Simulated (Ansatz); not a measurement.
# Na (hcp type): how the settings move a single-point run

How sensitive is a single-point run of Na (hcp type) to its settings? A reference run comes first, then one run with altered input.

Method: reference: DFT, PBE, PAW with Ansatz's default frozen-core files, scalar-relativistic, in Ansatz 0.2.0.

## (1) The starting structure

Symmetry: P6_3/mmc, No. 194, hexagonal system. The conventional cell has a = 3.773 Å, b = 3.773 Å, c = 6.132 Å, α = 90.00°, β = 90.00°, γ = 120.00°. Na (site symmetry -6m2) has 12 Na at 3.76 to 3.77 Å as nearest neighbours.

Structure file:

```cif
data_structure
_symmetry_space_group_name_H-M 'P 1'
_symmetry_Int_Tables_number 1
_cell_length_a 3.7734
_cell_length_b 3.7734
_cell_length_c 6.1319
_cell_angle_alpha 90.000
_cell_angle_beta 90.000
_cell_angle_gamma 120.000
_cell_volume 75.61
loop_
_atom_site_label
_atom_site_type_symbol
_atom_site_fract_x
_atom_site_fract_y
_atom_site_fract_z
_atom_site_occupancy
Na1 Na 0.33333 0.66667 0.25000 1
Na2 Na 0.66667 0.33333 0.75000 1
```

## (2) The reference run

input.yaml reads:

```yaml
crystal:
  lattice:
    - [3.7733932905, 0.0, 0.0]
    - [-1.8866966452, 3.267854448, 0.0]
    - [0.0, 0.0, 6.1318746128]
  atoms:
    - { symbol: Na, position: [0.3333333333, 0.6666666667, 0.25] }
    - { symbol: Na, position: [0.6666666667, 0.3333333333, 0.75] }
kpoints:
  mp_grid: { grid: [12, 12, 7] }
scf:
  occupations: { method: fermi_dirac, width: 0.08 }
hamiltonian:
  xc: pbe
  pseudopotentials: { kind: paw }
output:
  forces: true
  stress: true
  eigenvalues: true
  efg: { contact_densities: true }
```

Started as:

```bash
> ansatz run input.yaml --threads 1 --pin off --max-ram 2048MiB --backend cpu --events-out ev --progress --plain --runs-dir out
```

## (3) Variant: mixing.algorithm broyden, mixing.beta 0.3

Changes to input.yaml since step 2:

```diff
@@ -12,2 +12,3 @@
   occupations: { method: fermi_dirac, width: 0.08 }
+  mixing: { algorithm: broyden, beta: 0.3 }
 hamiltonian:
@@ -20 +21,5 @@
   efg: { contact_densities: true }
+  write_density: true
+  write_potential: true
+  elf: true
+  volumetric_format: npy
```

Q: Predict the outcome of this session. Wanted: for each run, ending; energy change; pressure; gap; force.

**Answer**, as computed:

| run | ending | energy change | pressure (GPa) | gap (eV) | force (eV/Å) | cycles | time |
| --- | --- | --- | --- | --- | --- | --- | --- |
| reference | converged | 0 | -0.1 | 0.00 | 0.00 | 6 | 3.4 s |
| 1: mixing.algorithm broyden, mixing.beta 0.3 | converged | 0.0 meV/atom | -0.1 | 0.00 | 0.00 | 7 | 4.9 s |

Times don't compare one to one where runs were asked for different outputs or read a saved state (see the inputs); cycles may leave out searches for a lower state.

Residual by cycle in the longest SCF loop of each run; runs are numbered as in the table. The quantity is the density residual dr2, in eV.

| cycle | reference | run 1 |
| --- | --- | --- |
| 1 | 1.3e-4 | 1.3e-4 |
| 2 | 3.7e-5 | 4.4e-5 |
| 3 | 1.7e-5 | 2.8e-5 |
| 4 | 2.9e-6 | 1.2e-6 |
| 5 | 6.0e-8 | 4.1e-7 |
| 6 | 5.7e-9 | 4.7e-7 |
| 7 | - | 1.4e-8 |

What this shows: Same state: the changed mixing leaves the energy within 0.5 meV/atom.
